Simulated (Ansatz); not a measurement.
# In: strong compression

An exercise on one series of results from a longer session: the logs are not shown, and one member is left open.

Method: DFT PBE, with the methods named in each step, in Ansatz 0.2.0.

## The system as given

Symmetry: Im-3m, No. 229, cubic system. The conventional cell has a = 3.804 Å, b = 3.804 Å, c = 3.804 Å, α = 90.00°, β = 90.00°, γ = 90.00°. In (site symmetry m-3m) has 8 In at 3.29 Å as nearest neighbours.

As a file:

```
CELL_PARAMETERS angstrom
-1.90182 1.90182 1.90182
1.90182 -1.90182 1.90182
1.90182 1.90182 -1.90182
ATOMIC_POSITIONS crystal
In 0.00000 0.00000 0.00000
```

Whether this phase is the stable one at these pressures isn't tested.

Set-up of the first run:

input.yaml reads:

```yaml
crystal:
  lattice:
    - [-1.9018218905, 1.9018218905, 1.9018218905]
    - [1.9018218905, -1.9018218905, 1.9018218905]
    - [1.9018218905, 1.9018218905, -1.9018218905]
  atoms:
    - { symbol: In, position: [0.0, 0.0, 0.0] }
kpoints:
  mp_grid: { grid: [16, 16, 16] }
scf:
  occupations: { method: fermi_dirac, width: 0.1 }
hamiltonian:
  xc: pbe
  pseudopotentials: { kind: paw }
output:
  forces: true
  stress: true
  write_density: true
  write_potential: true
  elf: true
  volumetric_format: npy
relax:
  f_tol: 0.005
  max_steps: 40
  cell: {}
```

On the command line:

```bash
$ ansatz run input.yaml --threads 1 --pin off --max-ram 2048MiB --backend cpu --events-out ev --progress --plain --runs-dir out
```

Steps of the session up to this table: Cell relaxed at zero pressure, PAW; Volume scaled by 1, PAW; Volume scaled by 1, PAW (cutoff 300 eV); Volume scaled by 0.9, PAW; Volume scaled by 0.8, PAW; Volume scaled by 0.7, PAW; Volume scaled by 0.6, PAW; Volume scaled by 0.5, PAW; Volume scaled by 0.4, PAW; Volume scaled by 0.4, PAW (level accurate).

One table of the session follows, with a row left open; its other results are not shown here.

```
              method  volume over the first  volume (Å³/atom)  pressure (GPa)
                 PAW                      1            27.844            0.00
                 PAW                    0.9            25.060            4.69
                 PAW                    0.8            22.276           13.56
                 PAW                    0.7                 ?               ?
                 PAW                    0.6            16.707           65.46
                 PAW                    0.5            13.922          141.48
                 PAW                    0.4            11.138          328.30
 PAW (cutoff 300 eV)                      1            27.844           -0.01
PAW (level accurate)                    0.4            11.138          328.24
```

**Question.** Estimate the row for PAW, 0.7.

**Answer.** volume (Å³/atom): 19.491; pressure (GPa): 30.69. In the column «volume (Å³/atom)» it lies between PAW, 0.6 (16.707) and PAW, 0.8 (22.276).

Limits of these values: Warnings in the runs' records: cutoff below recommended, written density without core change.
